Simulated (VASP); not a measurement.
Si: relaxation of the atoms with RPBE

Si:

```
Si
1.0
    -3.30182    3.34189    1.84828
     3.31619   -3.42583    2.01835
     3.24330    3.36731   -1.99349
Si
4
Direct
  0.82120 0.17880 0.00000
  0.17880 0.82120 0.00000
  0.82120 0.82120 0.64240
  0.17880 0.17880 0.35760
```

The cell isn't the ideal one: cell strained at random at fixed volume.

| Property | Result |
| --- | --- |
| Program | VASP 6.6.1 |
| Task | relaxation of the atoms |
| Functional | RPBE |
| Potentials or basis | VASP PAW PBE potentials, release 64 (Si) |
| Cutoff | 520 eV |
| k mesh | 8 × 8 × 8 |
| Occupations | gaussian, width 0.05 eV |
| Spin | no spin polarisation |
| Atoms held fixed (from 0) | [0] |
| Further INCAR settings | ALGO = Fast; EDIFF = 1e-06; IBRION = 2; EDIFFG = -0.01; NSW = 40 |

```
Energy gained by relaxing : 4.1 meV/atom
Ionic steps               : 14
Pressure after relaxing   : 2.5 GPa
Band gap on the k mesh    : 0.14 eV, indirect (least direct gap 0.18 eV)
```

Stress tensor (GPa, compression positive):
```
 3.85  0.55 -0.44
 0.55  1.98  2.25
-0.44  2.25  1.74
```

The path:
| step | energy change (eV) | largest force (eV/Å) | pressure (GPa) |
| --- | --- | --- | --- |
| 1 | 0.0000 | 0.4559 | 2.73 |
| 2 | -0.0137 | 0.2368 | 2.57 |
| 3 | -0.0140 | 0.2008 | 2.55 |
| 4 | -0.0157 | 0.1131 | 2.54 |
| 5 | -0.0157 | 0.0969 | 2.54 |
| 6 | -0.0160 | 0.0696 | 2.53 |
| 7 | -0.0161 | 0.0469 | 2.53 |
| 8 | -0.0162 | 0.0312 | 2.52 |
| 9 | -0.0163 | 0.0454 | 2.52 |
| 10 | -0.0164 | 0.0326 | 2.52 |
| 11 | -0.0164 | 0.0271 | 2.52 |
| 12 | -0.0165 | 0.0191 | 2.52 |
| 13 | -0.0165 | 0.0191 | 2.52 |
| 14 | -0.0165 | 0.0093 | 2.52 |

Final structure:
```
Si
1.0
    -3.30182    3.34189    1.84828
     3.31619   -3.42583    2.01835
     3.24330    3.36731   -1.99349
Si
4
Direct
  0.82120 0.17880 0.00000
  0.16926 0.80905 0.99335
  0.82171 0.81743 0.63933
  0.17024 0.17194 0.35395
```

Levels at points of the mesh, in eV from the valence-band top:
```
           k point  band 6  band 7  band 8  band 9  band 10  band 11
(0.00, 0.00, 0.00)   -1.81   -1.68   -0.72    0.97     1.44     1.70
(0.50, 0.00, 0.00)   -3.71   -2.79   -1.38    0.36     2.55     3.21
(0.00, 0.50, 0.00)   -3.63   -2.46   -1.58    0.87     2.19     2.83
(0.50, 0.50, 0.00)   -2.22   -2.02   -1.87    1.45     1.68     1.81
(0.00, 0.00, 0.50)   -2.27   -1.98   -1.87    1.40     1.68     1.96
(0.50, 0.00, 0.50)   -3.64   -2.51   -1.49    0.78     2.39     2.89
(0.00, 0.50, 0.50)   -3.53   -2.45   -1.86    0.94     1.85     2.81
(0.50, 0.50, 0.50)   -0.56   -0.20    0.00    0.18     2.91     3.39
```

Run time: 23 min on 1 thread of Intel(R) Xeon(R) Platinum 8559C (Emerald Rapids) (shared host), peak memory 0.4 GiB.

Caveat: the PAW data sets were made with another functional, which shifts forces and pressure a little. A k mesh can miss the band edges.
